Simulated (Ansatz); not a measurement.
Strain and the gap of KCl (Pm-3m)

KCl (started from an entry of an open crystallographic database), relaxed with r2SCAN in Ansatz. The symmetry is Pm-3m (No. 221, cubic); a = 3.771 Å in the conventional setting, 26.81 Å³ an atom. K has 8 Cl at 3.27 Å; Cl has 8 K at 3.27 Å.

The axes x, y and z are those of this cell:
```yaml
crystal:
  lattice:
    - [3.77081, 0.00000, 0.00000]
    - [0.00000, 3.77081, 0.00000]
    - [0.00000, 0.00000, 3.77081]
  atoms:
    - { symbol: K, position: [0.00000, 0.00000, 0.00000] }
    - { symbol: Cl, position: [0.50000, 0.50000, 0.50000] }
```

Unstrained: PBE gives an indirect gap of 5.032 eV, from M to Γ; the least direct gap is 5.245 eV at Γ. r2SCAN gives an indirect gap of 5.803 eV, from M to Γ; the least direct gap is 6.018 eV at Γ. The HSE06 gap is indirect, 6.367 eV (M to Γ), below the direct gap of 6.596 eV at Γ. Meshes: PBE 8×8×8, r2SCAN 8×8×8, HSE06 6×6×6. Strains are changes of length per length. After each strain the atoms were relaxed again with r2SCAN within the symmetry that the strain leaves, so tilts or polar shifts that break it weren't tested; points keep the names that they have in the unstrained zone. (Simulation; spin polarisation is off.)

Changes of the least gap in eV (an overlap counts as a negative gap):
```
                                                       strain  volume change (%)  space group     PBE  r2SCAN   HSE06  G0W0@PBE (mesh)  energy rise, r2SCAN (meV/atom)
                                     uniaxial +2.69 % along y               +2.7       P4/mmm  -0.169  -0.181  -0.179            -0.16                             3.1
                                     uniaxial +3.28 % along x               +3.3       P4/mmm  -0.208  -0.222  -0.220            -0.20                             4.6
epitaxial -3.07 % in the xy plane, free normal strain +0.99 %               -5.1       P4/mmm  +0.143  +0.151  +0.157            +0.13                            10.0
                                     uniaxial +2.33 % along z               +2.3       P4/mmm  -0.146  -0.156  -0.154            -0.14                             2.4
```
Unstrained, G0W0@PBE with 223 empty bands, a screening cutoff of 150 eV and a 4×4×4 mesh gives 7.61 eV on its mesh; the band count follows the volume. G0W0 values are finite-basis, finite-mesh values.

Uniaxial +2.69 % along y, other directions held. HSE06: the gap goes from 6.367 to 6.188 eV (-0.179 eV). Stress change with r2SCAN, compression positive: xx -0.16, yy -1.37, zz -0.16 GPa.

Uniaxial +3.28 % along x, other directions held. HSE06: the gap goes from 6.367 to 6.147 eV (-0.220 eV). Stress change with r2SCAN, compression positive: xx -1.65, yy -0.19, zz -0.19 GPa.

Epitaxial -3.07 % in the xy plane, free normal strain +0.99 %. HSE06: the gap goes from 6.367 to 6.524 eV (+0.157 eV); the M points, equivalent before, split by 203 meV, and the valence top lies at those like (0, 1/2, 1/2). Stress change with r2SCAN, compression positive: xx +2.05, yy +2.05, zz 0.00 GPa.

Uniaxial +2.33 % along z, other directions held. HSE06: the gap goes from 6.367 to 6.213 eV (-0.154 eV); the M points, equivalent before, split by 104 meV, and the valence top lies at those like (0, 1/2, 1/2). Stress change with r2SCAN, compression positive: xx -0.14, yy -0.14, zz -1.20 GPa.

The meshes of the hybrids are coarse, so their gaps aren't converged to the digits shown.
